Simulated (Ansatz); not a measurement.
Mn, fcc: how the functional moves the structure

All rows: Ansatz, plane waves with scalar-relativistic PAW, 420 eV (500 eV for the SCAN forms), relaxed under each functional, no dispersion correction, no zero-point motion. B₀ comes from uniform scaling at fixed shape; a dash is a value not given.

```
functional  V (Å³/atom)                                    cell  B₀ (GPa)                                                  magnetic state  ΔE to alpha-Mn (A12) (meV/atom)
       PBE        11.44  a = 2.572 Å, c = 3.458 Å (c/a = 1.344)         -  antiferromagnetic, largest moment 1.80 μB in the atomic sphere                               53
    PBEsol        10.52  a = 2.475 Å, c = 3.437 Å (c/a = 1.389)         -  antiferromagnetic, largest moment 0.92 μB in the atomic sphere                               83
    revPBE        11.85  a = 2.599 Å, c = 3.507 Å (c/a = 1.349)       129  antiferromagnetic, largest moment 2.05 μB in the atomic sphere                               26
      RPBE        12.02  a = 2.611 Å, c = 3.527 Å (c/a = 1.351)       122  antiferromagnetic, largest moment 2.15 μB in the atomic sphere                               15
```

Task: What does LDA give?

Result: V (Å³/atom): 10.08; cell: a = 3.429 Å; magnetic state: non-magnetic; ΔE to alpha-Mn (A12) (meV/atom): 80.
